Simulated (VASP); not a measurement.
# TaN (Fm-3m) in VASP: notebook

One crystal, TaN, is run at these levels: PBE, RPBE; tasks: relaxation of cell and atoms.

Everything below comes from runs of VASP 6.6.1. Logs are shortened: lines on timing, memory, paths and dates and some standing lists are left out, and cuts for length are marked.

## Step 1: The structure

The structure is cubic, space group Fm-3m (No. 225). Conventional cell: a = 4.414 Å, b = 4.414 Å, c = 4.414 Å, α = 90.00°, β = 90.00°, γ = 90.00°. Ta (site symmetry m-3m) is surrounded by 6 N at 2.21 Å. N (site symmetry m-3m) has 6 Ta at 2.21 Å as nearest neighbours.

The cell comes from a database or a generator and needn't be the stable form of this composition.

## Step 2: Relaxation of cell and atoms, PBE

INCAR

```
PREC     = Accurate       # precision mode
ENCUT    = 300            # plane-wave cutoff, eV
EDIFF    = 1E-7           # SCF threshold, eV
ISMEAR   = 1              # smearing method
SIGMA    = 0.1            # smearing width, eV
LREAL    = False          # projectors in reciprocal space
LASPH    = True           # aspherical terms in the spheres
NELM     = 80             # most SCF steps
ALGO     = Normal         # electronic algorithm
ISIF     = 3              # what is computed and relaxed
LWAVE    = False          # write WAVECAR
LCHARG   = False          # write CHGCAR
GGA      = PE             # functional
IBRION   = 2              # ionic algorithm
NSW      = 90             # ionic steps
EDIFFG   = -0.005         # ionic threshold
```

KPOINTS

```
regular mesh
0
Gamma
  7 7 7
```

POSCAR

```
TaN                                     
1.0
    0.0000000000      2.2072181652      2.2072181652
    2.2072181652      0.0000000000      2.2072181652
    2.2072181652      2.2072181652      0.0000000000
  Ta              N             
     1     1
Direct
     0.5000000000000000    0.5000000000000000    0.5000000000000000
     0.0000000000000000    0.0000000000000000    0.0000000000000000
```

Potentials or basis: VASP PAW PBE potentials, release 64 (Ta_pv, N_s).

Launch:

```
$ cat potpaw_PBE.64/Ta_pv/POTCAR potpaw_PBE.64/N_s/POTCAR > POTCAR
$ mpirun -np 1 vasp_std > vasp.out
```

OUTCAR:

```text
PREC = Accurate
   ENCUT = 300
   EDIFF = 1E-7
   ISMEAR = 1
   LREAL = False
   LASPH = True
   NELM = 80
   ISIF = 3
   GGA = PE
   IBRION = 2
   NSW = 90
   EDIFFG = -0.005

 ion  position               nearest neighbor table
   1  0.500  0.500  0.500-   2 2.21   2 2.21   2 2.21   2 2.21   2 2.21   2 2.21
   2  0.000  0.000  0.000-   1 2.21   1 2.21   1 2.21   1 2.21   1 2.21   1 2.21

  LATTYP: Found a face centered cubic cell.
 ALAT       =     4.4144363304

  Lattice vectors:

 A1 = (   0.0000000000,   2.2072181652,   2.2072181652)
 A2 = (   2.2072181652,   0.0000000000,   2.2072181652)
 A3 = (   2.2072181652,   2.2072181652,   0.0000000000)

Analysis of symmetry for initial positions (statically):
=====================================================================
 Subroutine PRICEL returns:
 Original cell was already a primitive cell.

 Routine SETGRP: Setting up the symmetry group for a
 face centered cubic supercell.

 Subroutine GETGRP returns: Found 48 space group operations
 (whereof 48 operations were pure point group operations)
 out of a pool of 48 trial point group operations.

The static configuration has the point symmetry O_h .

Analysis of symmetry for dynamics (positions and initial velocities):
=====================================================================
 Subroutine PRICEL returns:
 Original cell was already a primitive cell.

 Routine SETGRP: Setting up the symmetry group for a
 face centered cubic supercell.

 Subroutine GETGRP returns: Found 48 space group operations
 (whereof 48 operations were pure point group operations)
 out of a pool of 48 trial point group operations.

The dynamic configuration has the point symmetry O_h .

 Subroutine INISYM returns: Found 48 space group operations
 (whereof 48 operations are pure point group operations),
 and found     1 'primitive' translations

----------------------------------------------------------------------------------------

                                     Primitive cell

  volume of cell :      21.5063

  direct lattice vectors                    reciprocal lattice vectors
     0.000000000  2.207218165  2.207218165    -0.226529488  0.226529488  0.226529488
     2.207218165  0.000000000  2.207218165     0.226529488 -0.226529488  0.226529488
     2.207218165  2.207218165  0.000000000     0.226529488  0.226529488 -0.226529488

  length of vectors
     3.121477864  3.121477864  3.121477864     0.392360582  0.392360582  0.392360582

  position of ions in fractional coordinates (direct lattice)
     0.500000000  0.500000000  0.500000000
     0.000000000  0.000000000  0.000000000

  ion indices of the primitive-cell ions
   primitive index   ion index
                 1           1
                 2           2

----------------------------------------------------------------------------------------

 KPOINTS: regular mesh

Automatic generation of k-mesh.
 Grid dimensions read from file:
 generate k-points for:    7    7    7

 Generating k-lattice:

  Cartesian coordinates                     Fractional coordinates (reciprocal lattice)
    -0.032361355  0.032361355  0.032361355     0.142857143  0.000000000  0.000000000
     0.032361355 -0.032361355  0.032361355     0.000000000  0.142857143  0.000000000
     0.032361355  0.032361355 -0.032361355     0.000000000  0.000000000  0.142857143

  Length of vectors
     0.056051512  0.056051512  0.056051512

  Shift w.r.t. Gamma in fractional coordinates (k-lattice)
     0.000000000  0.000000000  0.000000000

 Subroutine IBZKPT returns following result:
 ===========================================

 Found     20 irreducible k-points:

 Following reciprocal coordinates:
            Coordinates               Weight
  0.000000  0.000000  0.000000      1.000000
  0.142857  0.000000  0.000000      8.000000
  0.285714  0.000000  0.000000      8.000000
  0.428571  0.000000  0.000000      8.000000
  0.142857  0.142857  0.000000      6.000000
  0.285714  0.142857  0.000000     24.000000
[... 12 lines left out ...]
 -0.428571  0.428571  0.142857     24.000000
 -0.285714  0.428571  0.142857     24.000000
   k-points           NKPTS =     20   k-points in BZ     NKDIM =     20   number of bands    NBANDS=     12
   number of dos      NEDOS =    301   number of ions     NIONS =      2
   total plane-waves  NPLWV =   5832
   dimension x,y,z NGX =    18 NGY =   18 NGZ =   18
   dimension x,y,z NGXF=    36 NGYF=   36 NGZF=   36
   ions per type =               1   1
   NGX,Y,Z   is equivalent  to a cutoff of   9.59,  9.59,  9.59 a.u.
   NGXF,Y,Z  is equivalent  to a cutoff of  19.17, 19.17, 19.17 a.u.
 SYSTEM =  unknown system
   PREC   = accura    normal or accurate (medium, high low for compatibility)
   ISTART =      0    job   : 0-new  1-cont  2-samecut
   ICHARG =      2    charge: 1-file 2-atom 10-const
   ISPIN  =      1    spin polarized calculation?
   LNONCOLLINEAR =      F non collinear calculations
   LSORBIT =      F    spin-orbit coupling
   LASPH  =      T    aspherical Exc in radial PAW
   ENCUT  =  300.0 eV  22.05 Ry    4.70 a.u.   4.41  4.41  4.41*2*pi/ulx,y,z
   NELM   =     80;   NELMIN=  2; NELMDL= -5     # of ELM steps
   EDIFF  = 0.1E-06   stopping-criterion for ELM
   LREAL  =      F    real-space projection
   EDIFFG = -.5E-02   stopping-criterion for IOM
   NSW    =     90    number of steps for IOM
   IBRION =      2    ionic relax: 0-MD 1-quasi-New 2-CG
   NFREE  =      1    steps in history (QN), initial steepest desc. (CG)
   ISIF   =      3    stress and relaxation
   ISYM   =      2    0-nonsym 1-usesym 2-fastsym
   POTIM  = 0.5000    time-step for ionic-motion
   TEBEG  =    0.0;   TEEND  =   0.0 temperature during run
   PSTRESS=    0.0 pullay stress
   NELECT =      16.0000    total number of electrons
   NUPDOWN=      -1.0000    fix difference up-down
   EMIN   =  10.00;   EMAX   =-10.00  energy-range for DOS
   EFERMI =   0.00;   METHOD = LEGACY
   ISMEAR =     1;   SIGMA  =   0.10  broadening in eV -4-tet -1-fermi 0-gaus
   EFERMI_NEDOS =   21; number of points for ismear=-14 and -15
   IALGO  =     38    algorithm
   IMIX   =      4    mixing-type and parameters
     AMIX     =   0.40;   BMIX     =  1.00
     AMIX_MAG =   1.60;   BMIX_MAG =  1.00
  volume/ion in A,a.u.               =      10.75        72.57
  Fermi-wavevector in a.u.,A,eV,Ry     =   1.483404  2.803228 29.939465  2.200489
  Thomas-Fermi vector in A             =   2.597070
   LORBIT       =      0    0 simple, 1 ext, 2 COOP (PROOUT), +10 PAW based schemes
   GGA     = PE    functional components
   LHFCALC =     F    Hartree Fock is set to
   AEXX    =    0.0000 exact exchange contribution
   IVDW    =     0    specifies the selected vdW correction
   LEPSILON=     F    determine dielectric tensor
   LRPA    =     F    only Hartree local field effects (RPA)
 conjugate gradient relaxation of ions
 non-spin polarized calculation
 Methfessel and Paxton  Order N= 1 SIGMA  =   0.10
  energy-cutoff  :      300.00
  volume of cell :       21.51
 maximum number of plane-waves:       262
 NGX is ok and might be reduce to    18
   NGX =  9   NGY =  9   NGZ =  9

 number of electron      15.9999989 magnetization

 Free energy of the ion-electron system (eV)
  ---------------------------------------------------
  ext. energy  EPLUGINS =         0.00000000
  ---------------------------------------------------
  free energy    TOTEN  =       -21.84365708 eV

  energy without entropy =      -21.84185014  energy(sigma->0) =      -21.84305476

 E-fermi :   9.7466     XC(G=0): -13.3785

 val. band max:        9.7015241281   @ k =  -0.2857   0.1429   0.0000
 cond. band min:       9.7652386937   @ k =   0.2857   0.0000   0.0000
 fundamental gap:      0.0637145656
 Fermi energy:         9.7465658371

 k-point     1 :       0.0000    0.0000    0.0000
  band No.  band energies     occupation
      1     -26.0984      2.00000
      2     -26.0984      2.00000
      3     -26.0984      2.00000
      4      -8.9894      2.00000
      5       5.9931      2.00000
      6       5.9931      2.00000
      7       5.9931      2.00000
      8       7.6614      2.00000
      9       7.6614      2.00000
     10       7.6614      2.00000
     11       9.7962      0.26415
     12       9.7962      0.26414

 k-point     2 :       0.1429    0.0000    0.0000
  band No.  band energies     occupation
      1     -26.2611      2.00000
      2     -26.1135      2.00000
      3     -26.1135      2.00000
      4      -8.5222      2.00000
      5       4.1153      2.00000
      6       4.7367      2.00000
      7       4.7367      2.00000
      8       8.3113      2.00000
      9       8.3119      2.00000
     10       8.3119      2.00000
     11      11.4551     -0.00000
     12      11.4551     -0.00000

 k-point     3 :       0.2857    0.0000    0.0000
  band No.  band energies     occupation
      1     -26.6086      2.00000
      2     -26.1471      2.00000
      3     -26.1471      2.00000
      4      -7.3696      2.00000
      5       1.5555      2.00000
      6       3.2118      2.00000
      7       3.2118      2.00000
      8       9.2953      2.00000
      9       9.7652      0.68998
     10       9.7652      0.68998
     11      14.3289      0.00000
     12      14.4354      0.00000
[... 226 lines left out ...]
 k-point    19 :      -0.4286    0.4286    0.1429
  band No.  band energies     occupation
      1     -26.7098      2.00000
      2     -26.4358      2.00000
      3     -26.3556      2.00000
      4      -7.2838      2.00000
      5       2.4641      2.00000
      6       3.3795      2.00000
      7       3.4689      2.00000
      8       7.2926      2.00000
      9      11.8429      0.00000
     10      12.9475      0.00000
     11      13.0680      0.00000
     12      14.8942      0.00000

 k-point    20 :      -0.2857    0.4286    0.1429
  band No.  band energies     occupation
      1     -26.6117      2.00000
      2     -26.5849      2.00000
      3     -26.3392      2.00000
      4      -7.0242      2.00000
      5       1.9927      2.00000
      6       2.9891      2.00000
      7       3.1842      2.00000
      8       8.8576      2.00000
      9      10.4043     -0.00000
     10      12.9490      0.00000
     11      13.8861      0.00000
     12      14.6261      0.00000

------------------------ aborting loop because EDIFF is reached ----------------------------------------

  FORCE on cell =-STRESS in cart. coord.  units (eV):
  Direction    XX          YY          ZZ          XY          YZ          ZX
  --------------------------------------------------------------------------------------
  -------------------------------------------------------------------------------------
  Total       -0.0064992     -0.0064992     -0.0064992     -0.0000000     -0.0000000     -0.0000000
  in kB       -0.4841767     -0.4841767     -0.4841767     -0.0000000     -0.0000000     -0.0000000
  external PRESSURE =      -0.4841767 kB  Pullay stress =       0.0000000 kB

 VOLUME and BASIS-vectors are now :
 -----------------------------------------------------------------------------
  energy-cutoff  :      300.00
  volume of cell :       21.51
      direct lattice vectors                 reciprocal lattice vectors
     0.000000000  2.207218165  2.207218165    -0.226529488  0.226529488  0.226529488
     2.207218165  0.000000000  2.207218165     0.226529488 -0.226529488  0.226529488
     2.207218165  2.207218165  0.000000000     0.226529488  0.226529488 -0.226529488

 POSITION                                       TOTAL-FORCE (eV/Angst)
 -----------------------------------------------------------------------------------
      2.20722      2.20722      2.20722        -0.000000      0.000000     -0.000000
      0.00000      0.00000      0.00000         0.000000     -0.000000      0.000000
 -----------------------------------------------------------------------------------
    total drift:                               -0.000000      0.000000     -0.000000

  FREE ENERGIE OF THE ION-ELECTRON SYSTEM (eV)
  ---------------------------------------------------
  free  energy   TOTEN  =       -21.8436570780 eV

  energy  without entropy=      -21.8418501382  energy(sigma->0) =      -21.84305476

 reached required accuracy - stopping structural energy minimisation
```

It took 3.1 s on 1 thread of Intel Xeon Platinum 8488C (Sapphire Rapids), shared host; peak memory 0.11 GiB.

These settings aren't checked as converged: the numbers below hold their error.

What came out:

```
Free energy            : -21.8437 eV
Band gap on the k mesh : none (metal or under the smearing width)
```

Caveat: the cutoff is under 1.25 times the usual one of these potentials, so pressure, stress and relaxed cells hold a basis-set (Pulay) error; the relaxation stopped at its first step, so nothing moved.

## Step 3: Relaxation of cell and atoms, RPBE

This run uses another cell than the first one, of 10.81 Å³/atom, 1.006 times its volume.

INCAR

```
  ALGO = Normal
  EDIFF = 1E-6
  EDIFFG = -0.01
  ENCUT = 600
  GGA = RP
  IBRION = 2
  ISIF = 3
  ISMEAR = 1
  LASPH = T
  LCHARG = F
  LREAL = F
  LWAVE = F
  NELM = 80
  NSW = 90
  PREC = Accurate
  SIGMA = 0.1
```

KPOINTS

```
k-points
0
Gamma
  14 14 14
```

POSCAR

```
TaN
1.0
    0.0000000000      2.2113230000      2.2113230000
    2.2113230000      0.0000000000      2.2113230000
    2.2113230000      2.2113230000      0.0000000000
Ta N
1 1
Direct
    0.5000000000      0.5000000000      0.5000000000
    0.0000000000      0.0000000000      0.0000000000
```

Potentials or basis: VASP PAW PBE potentials, release 64 (Ta_pv, N).

Launch:

```
$ cat potpaw_PBE.64/Ta_pv/POTCAR potpaw_PBE.64/N/POTCAR > POTCAR
$ mpirun -np 1 vasp_std > vasp.out
```

Wall time 64 s (1 thread of Intel Xeon 6975P-C (Granite Rapids), shared host); peak memory 0.19 GiB.

The run converged. Its results:

```yaml
Free_energy: -20.7835 eV
Relaxed_volume: 10.95 Å³/atom
Relaxed_cell: a = 3.140 Å, b = 3.140 Å, c = 3.140 Å, α = 60.00°, β = 60.00°, γ = 60.00°
Space_group_after_relaxing_to_0.05_Å: Fm-3m (No. 225)
Energy_gained_by_relaxing: 1.7 meV/atom
Ionic_steps: 3
Pressure_after_relaxing: 0.0 GPa
Band_gap_on_the_k_mesh: none (metal or under the smearing width)
```

Step by step:
```csv
step,energy change (eV),largest force (eV/Å),pressure (GPa),volume (Å³)
1,0.0000,0.0000,4.07,21.63
2,0.0119,0.0000,-7.99,22.50
3,-0.0034,0.0000,-0.01,21.90
```

Final structure:
```yaml
crystal:
  lattice:
    - [0.00000, 2.22064, 2.22064]
    - [2.22064, 0.00000, 2.22064]
    - [2.22064, 2.22064, 0.00000]
  atoms:
    - { symbol: Ta, position: [0.50000, 0.50000, 0.50000] }
    - { symbol: N, position: [0.00000, 0.00000, 0.00000] }
```

Levels at points of the mesh, in eV from the Fermi level:
```csv
k point,band 5,band 6,band 7,band 8,band 9,band 10,band 11,band 12
"(0.00, 0.00, 0.00)",-3.72,-3.72,-3.72,-2.00,-2.00,-2.00,0.09,0.09
"(0.50, 0.00, 0.00)",-10.11,-7.34,-7.34,1.84,1.84,1.93,3.72,7.26
"(0.50, 0.50, 0.00)",-6.58,-5.24,-4.56,-4.56,2.06,3.40,3.40,4.24
```

Caveat: the PAW data sets were made with another functional, which shifts forces and pressure a little. The run has no spin-orbit coupling, so splittings on Ta are missing.
